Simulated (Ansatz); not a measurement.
The system is Pt.

```
Pt
1.0
    -1.58422    1.58422    1.58422
     1.58422   -1.58422    1.58422
     1.58422    1.58422   -1.58422
Pt
1
Direct
  0.00000 0.00000 0.00000
```

This isn't the form of Pt at room conditions, which is fcc.

| Item | Value |
| --- | --- |
| Program | Ansatz 0.2.0 |
| Task | single point |
| Functional | PBEsol |
| Potentials or basis | all-electron LAPW, scalar-relativistic |
| Cutoff | 277 eV (chosen from the basis error) |
| Basis error allowed | 0.001 eV/atom |
| k mesh | 12 × 12 × 12 |
| Occupations | fermi-dirac, width 0.05 eV |
| Spin | no spin polarisation |

On this cell: pressure -11.2 GPa; band gap on the k mesh none (metal or under the smearing width).

The same run follows on a disturbed copy (cell strained at random at fixed volume):

```xyz
1
Lattice="-1.5179 1.6126 1.5727 1.5844 -1.5912 1.6178 1.5236 1.5969 -1.5513" Properties=species:S:1:pos:R:3 pbc="T T T"
Pt   -0.0144   -0.0257   -0.0143
```

Q: What does the disturbed cell give?

A: The energy (extrapolated to zero smearing) moves by +11.7 meV/atom; pressure -10.7 GPa; band gap on the k mesh none (metal or under the smearing width).

Stress tensor (GPa, compression positive):
```
-12.40  -0.15  -5.75
 -0.15  -9.50  -1.95
 -5.75  -1.95 -10.33
```
